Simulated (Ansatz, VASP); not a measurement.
Two plane-wave programs on WC

File INCAR:

```
SYSTEM = WC
  PREC = Accurate
  ENCUT = 600
  EDIFF = 1E-6
  ISMEAR = 0
  SIGMA = 0.1
  LREAL = .FALSE.
  LASPH = .TRUE.
  NELM = 80
  ALGO = Normal
  ISIF = 3
  LWAVE = .FALSE.
  LCHARG = .FALSE.
  GGA = PE
  IBRION = 2
  NSW = 100
  EDIFFG = -0.01
```

KPOINTS

```
regular mesh
0
G
  20 20 20
  0 0 0
```

The input POSCAR:

```
WC
1.0
    0.0000000000      2.3502306147      2.3502306147
    2.3502306147      0.0000000000      2.3502306147
    2.3502306147      2.3502306147      0.0000000000
W C
1 1
Direct
    0.0000000000      0.0000000000      0.0000000000
    0.2500000000      0.2500000000      0.2500000000
```

Input for Ansatz:

```yaml
crystal:
  lattice:
    - [0.0, 2.3502306147, 2.3502306147]
    - [2.3502306147, 0.0, 2.3502306147]
    - [2.3502306147, 2.3502306147, 0.0]
  atoms:
    - { symbol: W, position: [0.0, 0.0, 0.0] }
    - { symbol: C, position: [0.25, 0.25, 0.25] }
basis:
  ecutwfc: 420
kpoints:
  mp_grid: { grid: [20, 20, 20] }
hamiltonian:
  xc: pbe
scf:
  occupations: { method: gaussian, width: 0.1 }
output:
  forces: true
  stress: true
  eigenvalues: true
  write_density: true
  write_potential: true
  elf: true
  volumetric_format: npy
relax:
  adjacent_minimum: "off"
  f_tol: 0.01
  max_steps: 80
  cell: { stress_tol: 0.05 }
```

Change from the starting cell: species swapped into the HgS type (F-43m, No. 216).

Alike in both runs: task relaxation of cell and atoms; functional PBE; k mesh 20 × 20 × 20; occupations gaussian, width 0.1 eV; no spin polarisation.

|  | VASP | Ansatz |
| --- | --- | --- |
| version | VASP 6.6.1 | Ansatz 0.2.0 |
| potentials or method | VASP PAW PBE potentials, release 64 (W_sv, C) | scalar-relativistic, plane waves, PAW |
| plane-wave cutoff (eV) | 600 | 420 |
| valence electrons in the cell | 18 | 18 |

|  | VASP | Ansatz | Ansatz less VASP |
| --- | --- | --- | --- |
| gap on the k mesh at the Fermi level, each at its own relaxed structure (eV) | none | none | - |
| relaxed volume (Å³/atom) | 13.00 | 12.97 | -0.030 |
| relaxed cell length with the largest relative difference (Å) | 3.325 | 3.322 | -0.0026 |

A gap of «none» marks a metal or a gap that the smearing closes.

The runs have no spin-orbit coupling, so splittings on W are missing.
